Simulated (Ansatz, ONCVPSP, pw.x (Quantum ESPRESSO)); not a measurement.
**What a changed setting does to a pw.x run (sc P)**

Potential: optimised norm-conserving Vanderbilt (ONCV), ONCVPSP 4.0.1.1 (patched build), PBE; core [Ne], reference 3s2 3p3; waves: 3s: rc 1.35 bohr, ncon 3, nbas 7, qcut 4.7 1/bohr, 2 projectors, debl 3.5 Ha; 3p: rc 2.00 bohr, ncon 5, nbas 8, qcut 4.6 1/bohr, 2 projectors, debl 1.9 Ha; d scattering state at 0.09 Ha: rc 1.55 bohr, ncon 4, nbas 7, qcut 7.3 1/bohr, 2 projectors, debl 2 Ha; local part: polynomial inside 0.95 bohr (lpopt 5, dvloc0 6 Ha); core correction: polynomial model core, fcfact 0.35.

The reference run (k-mesh 13³, cutoffs 50/200 Ry, Fermi–Dirac 0.01 Ry, mixing_beta 0.4, conv_thr 1e-9, no spin) gives 0.15 GPa at 14.621 Å³/atom, where all-electron LAPW gives 0.27 GPa. This run, with its own iteration cap, changes smearing to mv.

```
&control
  calculation='scf', prefix='x', pseudo_dir='./', outdir='./tmp', tstress=.true., disk_io='none'
/
&system
  ibrav=0, nat=1, ntyp=1, ecutwfc=50, ecutrho=200, nbnd=9,
  occupations='smearing', smearing='mv', degauss=0.01
/
&electrons
  conv_thr=1e-09, mixing_beta=0.4, electron_maxstep=70
/
ATOMIC_SPECIES
P 1.0 P.UPF
CELL_PARAMETERS angstrom
  2.44526365 0.00000000 0.00000000
  0.00000000 2.44526365 0.00000000
  0.00000000 0.00000000 2.44526365
ATOMIC_POSITIONS crystal
P 0.0000 0.0000 0.0000
K_POINTS automatic
13 13 13 0 0 0
```

```bash
pw.x < P.scf.in > P.scf.out
```

Task: How does the run end?

Result: It converges in 6 iterations; the free energy moves by +8.0 meV/atom and the pressure by -0.18 GPa. This scheme is built to cancel the term in the square of the width that Fermi–Dirac smearing leaves in the F of a metal.

```
Message from routine setup:
     using ibrav=0 with symmetry is DISCOURAGED, use correct ibrav instead
     lattice parameter (alat)  =       4.6209  a.u.
     unit-cell volume          =      98.6674 (a.u.)^3
     number of electrons       =         5.00
     number of Kohn-Sham states=            9
     kinetic-energy cutoff     =      50.0000  Ry
     charge density cutoff     =     200.0000  Ry
     scf convergence threshold =      1.0E-09
     Exchange-correlation= PBE
     number of k points=    84  Marzari-Vanderbilt smearing, width (Ry)=  0.0100
     iteration #  1     ecut=    50.00 Ry     beta= 0.40
     total energy              =     -16.36856552 Ry
     estimated scf accuracy    <       0.00511974 Ry
     iteration #  2     ecut=    50.00 Ry     beta= 0.40
     total energy              =     -16.36869842 Ry
     estimated scf accuracy    <       0.00185380 Ry
     iteration #  3     ecut=    50.00 Ry     beta= 0.40
     total energy              =     -16.36871175 Ry
     estimated scf accuracy    <       0.00000037 Ry
     iteration #  4     ecut=    50.00 Ry     beta= 0.40
     total energy              =     -16.36871259 Ry
     estimated scf accuracy    <       0.00000013 Ry
     iteration #  5     ecut=    50.00 Ry     beta= 0.40
     total energy              =     -16.36871262 Ry
     estimated scf accuracy    <          2.1E-09 Ry
     iteration #  6     ecut=    50.00 Ry     beta= 0.40
     the Fermi energy is    11.1187 ev
!    total energy              =     -16.36871262 Ry
     estimated scf accuracy    <          2.4E-10 Ry
     smearing contrib. (-TS)   =      -0.00007374 Ry
     The total energy is F=E-TS. E is the sum of the following terms:
     one-electron contribution =       5.34986478 Ry
     hartree contribution      =       0.42280991 Ry
     xc contribution           =      -6.79089142 Ry
     ewald contribution        =     -15.35042215 Ry
     convergence has been achieved in   6 iterations
          total   stress  (Ry/bohr**3)                   (kbar)     P=       -0.29
     Message from routine punch:
     Nothing written, as per user request (disk_io='none')
```

The run took about 4.6 s on one core of a shared host (Intel(R) Xeon(R) Platinum 8488C, 96 threads, 372 GiB, load 46).
